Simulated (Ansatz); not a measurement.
Write the native input for Ansatz 0.2.0 that does the following.

```
Task                : relaxation of cell and atoms
Functional          : LDA
Potentials or basis : all-electron LAPW, scalar-relativistic
Basis error allowed : 0.001 eV/atom
k mesh              : 8 × 8 × 8
Occupations         : fermi-dirac, width 0.05 eV
Spin                : no spin polarisation
Target pressure     : 5 GPa
```

HgSe:

```
Hg Se
1.0
     0.00000    3.03900    3.03900
     3.03900    0.00000    3.03900
     3.03900    3.03900    0.00000
Hg Se
1 1
Direct
  0.00000 0.00000 0.00000
  0.75000 0.75000 0.75000
```

These files were run (other wordings do the same):

input.yaml

```yaml
crystal:
  lattice:
    - [0.0, 3.039, 3.039]
    - [3.039, 0.0, 3.039]
    - [3.039, 3.039, 0.0]
  atoms:
    - { symbol: Hg, position: [0.0, 0.0, 0.0] }
    - { symbol: Se, position: [0.75, 0.75, 0.75] }
kpoints:
  mp_grid: { grid: [8, 8, 8] }
scf:
  occupations: { method: fermi_dirac, width: 0.05 }
hamiltonian:
  xc: lda
  pseudopotentials: { kind: all_electron, lapw: { basis_error: 0.001 } }
output:
  forces: true
  stress: true
relax:
  f_tol: 0.02
  max_steps: 60
  cell: { p_target: 5 }
```

Potentials or basis: all-electron LAPW, scalar-relativistic.

Command:

```console
$ ansatz run input.yaml --threads 1 --pin off --max-ram 3072MiB --backend cpu --events-out ev --progress --plain --runs-dir out
```

It gave:

- Relaxed volume: 25.93 Å³/atom
- Relaxed cell: a = 4.186 Å, b = 4.186 Å, c = 4.186 Å, α = 60.00°, β = 60.00°, γ = 60.00°
- Space group after relaxing (to 0.05 Å): F-43m (No. 216)
- Energy change on relaxing (the enthalpy is what falls): +27.9 meV/atom
- Ionic steps: 6
- Pressure after relaxing: 5.0 GPa

Run time: 80 s on 1 thread of Arm Neoverse V1, on a shared host, peak memory 0.34 GiB.
